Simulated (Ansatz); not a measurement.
Pb:

```
CELL_PARAMETERS angstrom
0.00000 2.47502 2.47502
2.47502 0.00000 2.47502
2.47502 2.47502 0.00000
ATOMIC_POSITIONS crystal
Pb 0.00000 0.00000 0.00000
```

| Quantity | Value |
| --- | --- |
| Program | Ansatz 0.2.0 |
| Task | relaxation of cell and atoms |
| Functional | revPBE |
| Potentials or basis | Ansatz PAW |
| Cutoff | 420 eV (not typed: the program's choice for these potentials) |
| k mesh | 9 × 9 × 9 |
| Occupations | fermi-dirac, width 0.05 eV |
| Spin | no spin polarisation |

At the start: volume 30.32 Å³/atom.

How do energy, volume and symmetry change on relaxing?

It ends after 3 steps and the volume is 32.75 Å³/atom (+8.0 %); space group Fm-3m (No. 225, to 0.05 Å).

Step by step:
| step | energy change (eV) | largest force (eV/Å) | volume (Å³) |
| --- | --- | --- | --- |
| 1 | 0.0000 | 0.0000 | 30.32 |
| 2 | -0.0238 | 0.0000 | 32.75 |
| 3 | -0.0241 | 0.0000 | 32.75 |

Final structure:
```xyz
1
Lattice="0.0000 2.5394 2.5394 2.5394 0.0000 2.5394 2.5394 2.5394 0.0000" Properties=species:S:1:pos:R:3 pbc="T T T"
Pb    0.0000    0.0000    0.0000
```

The cell as given is a measured one (30.32 Å³/atom); revPBE puts the equilibrium volume +8.0 % from it, thermal expansion not counted.

Caveat: the plane-wave basis is chosen anew once the cell has moved, so the energies of steps on either side of that aren't comparable; the PAW data sets come from PBE, with cores solved anew for the run's functional, which leaves a small shift of forces and pressure.
